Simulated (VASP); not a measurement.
Te:

```
Te
1.0
     4.45400    0.00000    0.00000
    -2.22700    3.85728    0.00000
     0.00000    0.00000    5.92400
Te
3
Direct
  0.26900 0.00000 0.33333
  0.00000 0.26900 0.66667
  0.73100 0.73100 0.00000
```

```yaml
Program: VASP 6.6.1
Task: relaxation of cell and atoms
Functional: r2SCAN
Potentials_or_basis: VASP PAW PBE potentials, release 64 (Te)
Cutoff: 600 eV
k_mesh: 9 × 9 × 6
Occupations: gaussian, width 0.03 eV
Spin: no spin polarisation
```

At the start: pressure 0.9 GPa; volume 33.93 Å³/atom.

Question: Where does the relaxation end?

Answer: Over 13 steps the energy falls by 7.4 meV/atom and the volume is 36.22 Å³/atom (+6.8 %); space group P3_121 (No. 152, to 0.05 Å).

Step by step:
```tsv
step	energy change (eV)	largest force (eV/Å)	pressure (GPa)	volume (Å³)
1	0.0000	0.0602	0.91	101.78
2	-0.0052	0.1899	-0.40	104.64
3	-0.0060	0.1557	-0.06	103.86
4	-0.0098	0.1346	-0.05	104.34
5	-0.0180	0.0608	0.05	105.79
6	-0.0185	0.1399	0.47	108.70
7	-0.0211	0.0335	0.24	107.26
8	-0.0202	0.0541	-0.46	109.60
9	-0.0217	0.0000	-0.03	108.15
10	-0.0217	0.0018	-0.04	108.20
11	-0.0220	0.0005	-0.04	108.47
12	-0.0221	0.0003	-0.03	108.62
13	-0.0221	0.0009	0.00	108.67
```

Final structure:
```
Te
1.0
     4.60662    0.00000    0.00000
    -2.30331    3.98945    0.00000
     0.00000    0.00000    5.91302
Te
3
Direct
  0.25513 0.00000 0.33333
  0.00000 0.25513 0.66667
  0.74487 0.74487 0.00000
```

Caveat: the PAW data sets were made with another functional, which shifts forces and pressure a little.
